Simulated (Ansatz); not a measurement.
NiO:

```
Ni O
1.0
     2.50462    0.00000    0.00000
     0.00000    2.50462    0.00000
     0.00000    0.00000    2.50462
Ni O
1 1
Direct
  0.00000 0.00000 0.00000
  0.50000 0.50000 0.50000
```

Measurements of this composition are mostly on another form, of space group No. 225.

Base run:

```yaml
Program: Ansatz 0.2.0
Functional: PBE
Potentials_or_basis: Ansatz PAW
Cutoff: "420 eV (not typed: the program's choice for these potentials)"
k_mesh: 9 × 9 × 9
Occupations: fermi-dirac, width 0.05 eV
Spin: collinear spin, ferromagnetic start
Starting_moments: "[0.8, 0.0] μB"
Fixed_moment: 0.8 μB
```

Its results: pressure 25.5 GPa; site moments Ni +0.63; O +0.17 μB.

Task: After a change of settings the same cell gave: pressure 29.1 GPa; site moments Ni +1.13; O +0.38 μB. Which change was it?
A. fixed moment from 0.8 μB to 1.5 μB; moments at the start from [0.8, 0.0] to [1.5, 0.0]
B. fixed moment from 0.8 μB to 0.5 μB; moments at the start from [0.8, 0.0] to [0.5, 0.0]
C. fixed moment from 0.8 μB to 0.2 μB; moments at the start from [0.8, 0.0] to [0.2, 0.0]
D. fixed moment from 0.8 μB to 1.2 μB; moments at the start from [0.8, 0.0] to [1.2, 0.0]

Result: A.

Caveats: the total moment is fixed, so each spin has its own Fermi level; a cell with one magnetic atom can't hold antiferromagnetic order, which such compounds often take; the thresholds are loose for stress; a pressure of tens of GPa on the cell as given is suspect, and the run, the potentials or the cell itself is likely at fault (some runs).
